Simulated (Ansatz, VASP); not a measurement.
# Nb in VASP and in Ansatz

```
CELL_PARAMETERS angstrom
-1.62311 1.62311 1.62311
1.62311 -1.62311 1.62311
1.62311 1.62311 -1.62311
ATOMIC_POSITIONS crystal
Nb 0.00000 0.00000 0.00000
```

Alike in both runs: task single point; functional LDA; k mesh 14 × 14 × 14; occupations gaussian, width 0.01 eV; no spin polarisation.

```csv
,VASP,Ansatz
version,VASP 6.6.1,Ansatz 0.2.0
potentials or method,"VASP PAW LDA potentials, release 64 (Nb_sv)","plane waves (420 eV) with PAW, scalar-relativistic"
plane-wave cutoff (eV),520,420
valence electrons in the cell,13,13
```

VASP gave:

| Property | Result |
| --- | --- |
| pressure (GPa) | -0.1 |

Estimate Ansatz's values.

pressure (GPa): 0.0.

Ansatz warned: «pseudo_functional_mismatch».
